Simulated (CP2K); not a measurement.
## GaN: band structure with PBEsol

**Experimental background.**

“Studying electronic properties in GaN without electrical contacts using γ-γ vs e−-γ Perturbed Angular Correlations”, 2019, pmc:6823545 quotes, for a bulk crystal of GaN: band gap 3.503 ± 0.005 eV (direct).

The system is GaN.

```
Ga N
1.0
     3.18000    0.00000    0.00000
    -1.59000    2.75396    0.00000
     0.00000    0.00000    5.16600
Ga N
2 2
Direct
  0.66667 0.33333 0.50000
  0.33333 0.66667 0.00000
  0.66667 0.33333 0.87500
  0.33333 0.66667 0.37500
```

| Property | Result |
| --- | --- |
| Program | CP2K 2026.2 |
| Task | band structure |
| Functional | PBEsol |
| Potentials or basis | POTENTIAL_UZH Ga GTH-PBE-q13, N GTH-PBE-q5; TZVP-MOLOPT-PBE-GTH basis |
| Density cutoff | 6123 eV |
| k mesh | 10 × 10 × 5 |
| Occupations | fermi-dirac, width 0.05 eV |
| Spin | no spin polarisation |
| SCF solver | diagonalisation with k points |
| Quickstep method | GPW |
| EPS_DEFAULT | 1.0E-10 |
| EPS_SCF | 1.0E-6 |
| MAX_SCF | 100 |
| SCF_GUESS | ATOMIC |
| k points reduced by the point group | yes |
| Mesh centred on Gamma | yes |
| CHOLESKY | OFF |
| EPS_EIGVAL | 1.0E-7 |
| MIXING METHOD | BROYDEN_MIXING |
| MIXING ALPHA | 0.4 |
| NBUFFER | 8 |
| NGRIDS | 5 |
| Basis sets | Ga TZVP-MOLOPT-PBE-GTH-q13, N TZVP-MOLOPT-PBE-GTH-q5 |
| Potentials | Ga GTH-PBE-q13 of POTENTIAL_UZH, N GTH-PBE-q5 of POTENTIAL_UZH |
| ADDED_MOS | [14] |
| Points a segment of the path (NPOINTS) | 10 |
| Bands added on the path | 6 |
| REL_CUTOFF (Ry) | 60 Ry |
| MIXING BETA (1/bohr) | 1.5 1/bohr |
| CUTOFF of the grids | 450 Ry |

The pressure is 4.1 GPa. The largest force is 0.128 eV/Å, the band gap on the k mesh is 1.83 eV, direct and the band gap along the path is 1.83 eV, direct. The mulliken charges are Ga +1.15; N -1.15 e.

Forces in eV/Å, atoms in the order of the input:
```
Ga   0.000  0.000 -0.110
Ga   0.000  0.000 -0.110
N    0.000  0.000  0.128
N    0.000  0.000  0.128
```

Stress tensor (GPa, compression positive):
```
 3.23 -0.01  0.00
-0.01  3.22  0.00
 0.00  0.00  5.77
```

Levels at the corners of the path, in eV from the valence-band top:
| point | band 14 | band 15 | band 16 | band 17 | band 18 | band 19 | band 20 | band 21 | band 22 | band 23 |
| --- | --- | --- | --- | --- | --- | --- | --- | --- | --- | --- |
| Γ | -1.11 | -1.11 | -0.07 | 0.00 | 0.00 | 1.83 | 4.12 | 9.15 | 9.73 | 9.73 |
| M | -5.43 | -4.41 | -2.89 | -2.36 | -1.04 | 4.91 | 5.48 | 5.96 | 8.57 | 10.28 |
| K | -5.50 | -5.50 | -3.15 | -3.15 | -2.81 | 4.98 | 7.76 | 7.76 | 8.36 | 9.87 |
| Γ | -1.11 | -1.11 | -0.07 | 0.00 | 0.00 | 1.83 | 4.12 | 9.15 | 9.73 | 9.73 |
| A | -3.97 | -0.57 | -0.57 | -0.57 | -0.57 | 4.14 | 4.14 | 8.40 | 8.40 | 10.28 |
| L | -6.81 | -2.04 | -2.04 | -2.00 | -2.00 | 4.26 | 4.26 | 7.73 | 7.73 | 9.91 |
| H | -6.36 | -4.37 | -4.37 | -1.58 | -1.58 | 6.35 | 6.35 | 7.23 | 7.23 | 8.99 |
| A | -3.97 | -0.57 | -0.57 | -0.57 | -0.57 | 4.14 | 4.14 | 8.40 | 8.40 | 10.28 |
| L | -6.81 | -2.04 | -2.04 | -2.00 | -2.00 | 4.26 | 4.26 | 7.73 | 7.73 | 9.91 |
| M | -5.43 | -4.41 | -2.89 | -2.36 | -1.04 | 4.91 | 5.48 | 5.96 | 8.57 | 10.28 |
| K | -5.50 | -5.50 | -3.15 | -3.15 | -2.81 | 4.98 | 7.76 | 7.76 | 8.36 | 9.87 |
| H | -6.36 | -4.37 | -4.37 | -1.58 | -1.58 | 6.35 | 6.35 | 7.23 | 7.23 | 8.99 |

It took 2 min on 1 thread of Arm Neoverse V2 (shared host), peak memory 0.5 GiB.

A measured gap of GaN is 3.503 eV (direct; quoted in “Studying electronic properties in GaN without electrical contacts using γ-γ vs e−-γ Perturbed Angular Correlations”, 2019, pmc:6823545); the calculated 1.83 eV misses it by -1.67 eV. Spin-orbit coupling on Ga is left out. The value is that of PBEsol in an atomic basis (POTENTIAL_UZH Ga GTH-PBE-q13, N GTH-PBE-q5; TZVP-MOLOPT-PBE-GTH basis), whose error adds to the functional's,, without temperature or zero-point motion. Semilocal functionals fall short of measured gaps as a rule.

Caveat: Mulliken charges move with the basis; the potentials were made for another functional, which shifts forces and pressure; the basis of atomic orbitals isn't converged, which shifts pressures, moduli and gaps.
